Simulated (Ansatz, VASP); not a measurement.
**Two plane-wave programs on AlN**

```
CELL_PARAMETERS angstrom
0.00000 1.96900 1.96900
1.96900 0.00000 1.96900
1.96900 1.96900 0.00000
ATOMIC_POSITIONS crystal
Al 0.00000 0.00000 0.00000
N 0.50000 0.50000 0.50000
```

Measurements of this composition are mostly on another form, of space group No. 186.

Alike in both runs: task single point; functional PBE; k mesh 4 × 4 × 4; no spin polarisation.

|  | VASP | Ansatz |
| --- | --- | --- |
| version | VASP 6.6.1 | Ansatz 0.2.0 |
| potentials or method | VASP PAW PBE potentials, release 64 (Al, N) | plane waves, PAW |
| plane-wave cutoff (eV) | 520 | 420 |
| occupations | gaussian, width 0.01 eV | fixed |
| valence electrons in the cell | 8 | 8 |

|  | VASP | Ansatz | Ansatz less VASP |
| --- | --- | --- | --- |
| gap on the k mesh at the Fermi level (eV) | 5.11 | 5.10 | -0.013 |

Caveats: the k mesh is coarse (spacing up to 0.69 Å⁻¹), so the values aren't converged. A k mesh can miss the band edges.
